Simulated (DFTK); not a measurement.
BAs, 2 atoms in the cell. It takes space group F-43m (No. 216, cubic). The conventional cell has a = 4.777 Å, b = 4.777 Å, c = 4.777 Å, α = 90.00°, β = 90.00°, γ = 90.00°. As (site symmetry -43m) has 4 B at 2.07 Å as nearest neighbours. B (site symmetry -43m) has 4 As at 2.07 Å as nearest neighbours. 

```yaml
Program: DFTK 0.8.2
Task: band structure
Functional: BJ06
Potentials_or_basis: cp2k.nc.sr.pbe.v0_1.semicore.gth (PBE, GTH)
Cutoff: 980 eV
k_mesh: 9 × 9 × 9
Occupations: fermi-dirac, width 0.05 eV
Spin: no spin polarisation
Valence_electrons: As 5, B 3
SCF_tolerance_on_the_density: 1e-06
SCF_solver: ScfAndersonSolver
```

Potentials or basis: cp2k.nc.sr.pbe.v0_1.semicore.gth (PBE, GTH).

Launch:

```sh
$ julia --threads=1 run.jl  # save.jl only writes the numbers to a file and isn't shown; printed stress counts tension as positive; times include loading and compiling
```

Hardware: 1 thread of Intel(R) Xeon(R) Platinum 8488C (Sapphire Rapids) (shared host).

Q: How long does it take, and how much memory?

A: It took 77 s on 1 thread of Intel(R) Xeon(R) Platinum 8488C (Sapphire Rapids) (shared host), peak memory 1.6 GiB. Counts: scf iterations 11, k points 55, plane waves 1917, bands 9.
